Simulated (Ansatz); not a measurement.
**Eigenvalues along a path: BaS**

```xyz
2
Lattice="0.0000 3.2144 3.2144 3.2144 0.0000 3.2144 3.2144 3.2144 0.0000" Properties=species:S:1:pos:R:3 pbc="T T T"
Ba    0.0000    0.0000    0.0000
S     3.2144    3.2144    3.2144
```

The cell comes from a relaxation on PAW files under the same functional, begun from a database entry that needn't be the ground state.

Computed with Ansatz 0.2.0; functional PBE, scalar-relativistic. Settings: a Γ-centred 8×8×8 k mesh, Fermi–Dirac smearing of 0.02 eV, no spin polarisation. Methods: LAPW: all electrons, basis error target 0.5 meV/atom.

Spin–orbit coupling is left out, which matters for the heavy atoms.

Path points, in fractions of the reciprocal vectors: Γ (0.000, 0.000, 0.000), X (0.500, 0.000, 0.500), U (0.625, 0.250, 0.625), K (0.375, 0.375, 0.750), L (0.500, 0.500, 0.500), W (0.500, 0.250, 0.750). The distance column jumps between branches of the path. Levels in eV from the valence-band top; bands 15 to 24, counted from the lowest band of the run. The gap is 2.23 eV, the pressure -0.01 GPa.

```
# k(1/Å) point b15 b16 b17 b18 b19 b20 b21 b22 b23 b24
0.000 Γ -11.07 -11.07 -11.07 -10.26 0.00 0.00 0.00 3.59 3.96 3.96
0.140 - -11.20 -11.08 -11.08 -10.12 -0.28 -0.03 -0.03 3.80 3.81 4.13
0.279 - -11.41 -11.10 -11.10 -9.87 -0.79 -0.08 -0.08 3.47 4.14 4.60
0.419 - -11.58 -11.14 -11.14 -9.72 -1.14 -0.13 -0.13 3.08 4.49 5.22
0.558 - -11.65 -11.18 -11.18 -9.73 -1.18 -0.15 -0.15 2.73 4.90 5.45
0.698 - -11.63 -11.21 -11.21 -9.89 -0.94 -0.14 -0.14 2.46 5.36 5.70
0.838 - -11.56 -11.24 -11.24 -10.08 -0.62 -0.12 -0.12 2.29 5.80 5.90
0.977 X -11.52 -11.25 -11.25 -10.17 -0.47 -0.12 -0.12 2.23 5.97 6.00
1.027 - -11.52 -11.26 -11.25 -10.16 -0.47 -0.14 -0.13 2.26 6.00 6.03
1.076 - -11.52 -11.30 -11.24 -10.11 -0.47 -0.21 -0.16 2.34 6.08 6.10
1.125 - -11.51 -11.36 -11.24 -10.05 -0.48 -0.31 -0.22 2.47 6.22 6.22
1.175 - -11.50 -11.43 -11.23 -9.97 -0.48 -0.43 -0.29 2.64 6.37 6.41
1.224 - -11.50 -11.48 -11.22 -9.88 -0.58 -0.48 -0.37 2.84 6.36 6.50
1.274 - -11.58 -11.46 -11.21 -9.79 -0.73 -0.48 -0.45 3.08 6.11 6.57
1.323 U -11.65 -11.45 -11.20 -9.71 -0.87 -0.54 -0.48 3.34 5.86 6.56
1.921 K -11.65 -11.45 -11.20 -9.71 -0.87 -0.54 -0.48 3.34 5.86 6.56
2.069 - -11.82 -11.38 -11.16 -9.49 -1.25 -0.77 -0.47 4.28 5.19 6.08
2.218 - -11.90 -11.30 -11.12 -9.37 -1.45 -0.90 -0.43 4.63 5.20 5.49
2.366 - -11.87 -11.22 -11.09 -9.39 -1.42 -0.87 -0.34 4.21 4.97 5.18
2.514 - -11.72 -11.16 -11.07 -9.55 -1.15 -0.69 -0.23 3.96 4.54 4.79
2.662 - -11.49 -11.11 -11.07 -9.81 -0.71 -0.41 -0.11 3.88 4.22 4.34
2.810 - -11.22 -11.08 -11.07 -10.10 -0.23 -0.13 -0.03 3.85 3.92 4.02
2.958 Γ -11.07 -11.07 -11.07 -10.26 0.00 0.00 0.00 3.59 3.96 3.96
3.079 - -11.18 -11.07 -11.07 -10.15 -0.14 -0.07 -0.07 3.77 3.97 4.03
3.200 - -11.41 -11.08 -11.08 -9.91 -0.48 -0.23 -0.23 3.93 4.24 4.24
3.321 - -11.64 -11.08 -11.08 -9.66 -0.88 -0.45 -0.45 4.02 4.57 4.57
3.442 - -11.85 -11.09 -11.09 -9.43 -1.26 -0.66 -0.66 4.23 5.02 5.02
3.563 - -12.01 -11.10 -11.10 -9.25 -1.56 -0.83 -0.83 4.56 5.54 5.54
3.684 - -12.11 -11.10 -11.10 -9.14 -1.75 -0.94 -0.94 5.02 5.98 6.06
3.804 L -12.14 -11.11 -11.11 -9.10 -1.82 -0.98 -0.98 5.50 5.57 6.33
3.903 - -12.12 -11.12 -11.11 -9.13 -1.77 -0.96 -0.95 5.35 5.50 6.32
4.002 - -12.07 -11.16 -11.12 -9.20 -1.65 -0.91 -0.87 5.06 5.29 6.36
4.101 - -11.99 -11.22 -11.15 -9.32 -1.47 -0.83 -0.77 4.78 5.00 6.51
4.199 - -11.88 -11.28 -11.19 -9.45 -1.29 -0.72 -0.64 4.56 4.71 6.72
4.298 - -11.76 -11.34 -11.25 -9.56 -1.15 -0.59 -0.54 4.40 4.48 6.50
4.397 - -11.64 -11.37 -11.33 -9.64 -1.06 -0.48 -0.46 4.31 4.33 6.33
4.496 W -11.57 -11.39 -11.39 -9.67 -1.03 -0.44 -0.44 4.28 4.28 6.27
4.565 - -11.55 -11.42 -11.36 -9.69 -0.99 -0.46 -0.40 3.81 4.77 6.24
4.635 - -11.52 -11.45 -11.33 -9.75 -0.88 -0.47 -0.35 3.39 5.29 6.19
4.705 - -11.47 -11.46 -11.30 -9.85 -0.71 -0.48 -0.30 3.01 5.81 6.13
4.775 - -11.49 -11.40 -11.28 -9.96 -0.50 -0.48 -0.23 2.69 6.07 6.32
4.845 - -11.51 -11.33 -11.26 -10.06 -0.47 -0.31 -0.18 2.44 6.02 6.36
4.914 - -11.52 -11.27 -11.25 -10.14 -0.47 -0.17 -0.13 2.29 5.99 6.09
4.984 X -11.52 -11.25 -11.25 -10.17 -0.47 -0.12 -0.12 2.23 5.97 6.00
```
